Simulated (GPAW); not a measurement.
Ge:

```xyz
8
Lattice="-3.4842 3.4842 3.4842 3.4842 -3.4842 3.4842 3.4842 3.4842 -3.4842" Properties=species:S:1:pos:R:3 pbc="T T T"
Ge    1.0414    1.0414    1.0414
Ge    2.4428    1.0414   -1.0414
Ge    1.0414   -1.0414    2.4428
Ge   -1.0414    2.4428    1.0414
Ge    2.4428    2.4428    2.4428
Ge    4.5256   -1.0414    1.0414
Ge   -1.0414    1.0414    4.5256
Ge    1.0414    4.5256   -1.0414
```

This isn't the form of Ge at room conditions, which is diamond.

| Property | Result |
| --- | --- |
| Program | GPAW 26.7.0 |
| Task | relaxation of cell and atoms |
| Functional | PBEsol |
| Dispersion | D3 |
| Potentials or basis | PAW data sets generated in the run's folder for this functional |
| Cutoff | 600 eV |
| Basis | pw |
| k mesh | 6 × 6 × 6 |
| Occupations | fermi-dirac, width 0.05 eV |
| Spin | no spin polarisation |

At the start: pressure -0.7 GPa; volume 21.15 Å³/atom.

**Question.** Where does the relaxation end?

**Answer.** Over 8 steps the energy falls by 2.9 meV/atom and the volume is 20.79 Å³/atom (-1.7 %); space group Ia-3 (No. 206, to 0.05 Å).

Step by step:
| step | energy change (eV) | largest force (eV/Å) | pressure (GPa) | volume (Å³) |
| --- | --- | --- | --- | --- |
| 1 | 0.0000 | 0.2252 | -0.68 | 169.18 |
| 2 | -0.0055 | 0.1811 | -0.72 | 169.10 |
| 3 | -0.0177 | 0.0006 | -0.86 | 168.62 |
| 4 | -0.0184 | 0.0194 | -0.83 | 168.44 |
| 5 | -0.0198 | 0.0466 | -0.67 | 167.89 |
| 6 | -0.0213 | 0.0530 | -0.40 | 167.17 |
| 7 | -0.0225 | 0.0328 | -0.09 | 166.51 |
| 8 | -0.0229 | 0.0083 | 0.02 | 166.36 |

Final structure:
```
Ge
1.0
    -3.46468    3.46468    3.46468
     3.46468   -3.46468    3.46468
     3.46468    3.46468   -3.46468
Ge
8
Direct
  0.29526 0.29526 0.29526
  0.00000 0.20474 0.50000
  0.20474 0.50000 0.00000
  0.50000 0.00000 0.20474
  0.70474 0.70474 0.70474
  0.00000 0.79526 0.50000
  0.79526 0.50000 0.00000
  0.50000 0.00000 0.79526
```

Caveat: later steps reuse the first step's grids; pairwise dispersion overbinds metals, which lowers pressure and volume.
